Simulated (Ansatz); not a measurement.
**SiC (Moissanite): equation of state with PBE**

SiC (Moissanite):

```xyz
4
Lattice="3.0760 0.0000 0.0000 -1.5380 2.6639 0.0000 0.0000 0.0000 5.0480" Properties=species:S:1:pos:R:3 pbc="T T T"
Si    1.5380    0.8880    2.5240
Si    0.0000    1.7759    0.0000
C     1.5380    0.8880    4.4675
C     0.0000    1.7759    1.9435
```

| Property | Result |
| --- | --- |
| Program | Ansatz 0.2.0 |
| Task | equation of state |
| Functional | PBE |
| Potentials or basis | Ansatz PAW |
| Cutoff | 420 eV |
| Density cutoff | 1680 eV |
| k mesh | 10 × 10 × 5 |
| Occupations | fermi-dirac, width 0.05 eV |
| Spin | no spin polarisation |

```json
{
 "Equilibrium volume": "10.52 Å³/atom",
 "Bulk modulus at fixed shape and positions": "213 GPa",
 "Pressure derivative of the bulk modulus": "3.9"
}
```

Energy against volume, from the lowest point:
```tsv
volume (Å³/atom)	energy (meV/atom)
9.721	45.42
9.927	24.00
10.134	9.74
10.341	1.92
10.548	0.00
10.755	3.39
10.961	11.63
```

All runs of the series together: 7.3 s on 2 threads of Arm Neoverse V2, on a shared host.

Caveat: the cell was scaled at fixed shape and fractional positions, which overstates the stiffness of a crystal with free parameters, most of all of layers and chains.
